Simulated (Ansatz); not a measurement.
Write the native input for Ansatz 0.2.0 that does the following.

```
Task                                : band structure
Functional                          : PBEsol
Potentials or basis                 : Ansatz PAW
Cutoff                              : 420 eV (not typed: the program's choice for these potentials)
k mesh                              : 8 × 8 × 8
Occupations                         : fermi-dirac, width 0.05 eV
Spin                                : no spin polarisation
Path                                : [["G", "X", "W", "K", "G", "L", "U", "W", "L", "K"], ["U", "X"]]
Points for each segment of the path : 14
```

Crystal: Ge.

```
Ge
1.0
     0.00000    2.82891    2.82891
     2.82891    0.00000    2.82891
     2.82891    2.82891    0.00000
Ge
2
Direct
  0.75000 0.75000 0.75000
  0.50000 0.50000 0.50000
```

The input as run:

input.yaml

```yaml
crystal:
  lattice:
    - [0.0, 2.82891, 2.82891]
    - [2.82891, 0.0, 2.82891]
    - [2.82891, 2.82891, 0.0]
  atoms:
    - { symbol: Ge, position: [0.75, 0.75, 0.75] }
    - { symbol: Ge, position: [0.5, 0.5, 0.5] }
hamiltonian:
  xc: pbesol
  pseudopotentials: { kind: paw }
kpoints:
  mp_grid: { grid: [8, 8, 8] }
  band_path:
    path:
      - [[0.0, 0.0, 0.0], [0.5, 0.0, 0.5], [0.5, 0.25, 0.75], [0.375, 0.375, 0.75], [0.0, 0.0, 0.0], [0.5, 0.5, 0.5], [0.625, 0.25, 0.625], [0.5, 0.25, 0.75], [0.5, 0.5, 0.5], [0.375, 0.375, 0.75]]
      - [[0.625, 0.25, 0.625], [0.5, 0.0, 0.5]]
    npoints: 14
scf:
  occupations: { method: fermi_dirac, width: 0.05 }
  n_extra_bands: 6
output:
  forces: true
  stress: true
  eigenvalues: true
  fatbands: true
```

Potentials or basis: Ansatz PAW.

Launch:

```bash
$ ansatz run input.yaml --threads 2 --pin off --max-ram 5632MiB --backend cpu --events-out ev --progress --plain --runs-dir out
```

It gave:

```json
{
  "Pressure": "0.6 GPa",
  "Band gap on the k mesh": "none (metal or under the smearing width)"
}
```

Caveat: the PAW data sets come from PBE, with cores solved anew for the run's functional, which leaves a small shift of forces and pressure.

Wall time 1.3 s on 2 threads of AMD EPYC 9R45 96-Core Processor (Zen 5), on a shared host, peak memory 0.35 GiB.
